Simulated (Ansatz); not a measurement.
**Na: enthalpy under pressure, worked through**

Level of theory: DFT PBE, scalar-relativistic, plane waves, PAW in Ansatz 0.2.0. (420 eV cutoff, 12×12×4 k-mesh, Gaussian smearing of 0.10 eV, no spin polarisation)

Reference structure (relaxed):

```yaml
crystal:
  lattice:
    - [3.75274, 0.00000, 0.00000]
    - [-1.87637, 3.24997, 0.00000]
    - [0.00000, 0.00000, 12.14262]
  atoms:
    - { symbol: Na, position: [0.00000, 0.00000, 0.00000] }
    - { symbol: Na, position: [0.33333, 0.66667, 0.25000] }
    - { symbol: Na, position: [0.00000, 0.00000, 0.50000] }
    - { symbol: Na, position: [0.66667, 0.33333, 0.75000] }
```

Cell and atoms were relaxed at each target pressure within the start's symmetry (P6_3/mmc), at zero temperature; other phases can be more stable under pressure. H = E + PV with P the target; E is the free energy at the smearing used, whose derivative the pressure is, per atom and counted from zero pressure. The mesh named is that at zero pressure; some other pressures ran on another.

```tsv
P (GPa)	V (Å³/atom)	E − E0 (meV)	H − H0 (meV)
0	37.024	0.0	0.0
3	29.008	61.1	604.2
8	23.630	233.6	1413.5
15	20.021	487.3	2361.7
30	16.225	995.9	4033.9
60	12.874	1893.7	6714.9
```

Task: Thermodynamics gives dH/dP = V along a relaxed path. Integrate V over P by the trapezoid rule and compare with the computed enthalpies.

Result: With 1 eV/Å³ = 160.22 GPa, each step adds the mean volume times ΔP / 160.22:
```
P (GPa)  ∫V dP (meV) H − H0 (meV) difference (meV)
      3        618.2         604.2              14.0
      8       1439.6        1413.5              26.1
     15       2393.2        2361.7              31.4
     30       4089.9        4033.9              56.0
     60       6814.2        6714.9              99.3
```

V(P) curves upward, so the trapezoid rule runs high; integrating a smooth curve through the same points puts that excess at about 100.5 meV at 60 GPa, against the 99.3 meV found.

Task: At 60 GPa, how much of the enthalpy change is stored energy and how much is the PV term?

Result: E rises by 1894 meV/atom and PV is 60 × 12.874 / 160.22 = 4821 meV/atom, so PV makes 72 % of ΔH. So between rival structures at high pressure a small difference in volume can outweigh the difference in energy: 1 % of this volume is worth 48.2 meV/atom at this pressure.

Task: What bulk modulus do the lowest pressures give?

Result: From the pressures that the runs reached, 0.00 GPa (37.024 Å³) and 2.96 GPa (29.008 Å³), B = −ΔP/Δln V = 2.96 / 0.2440 = 12 GPa, a mean over that range.

This form isn't the element's structure at ambient conditions.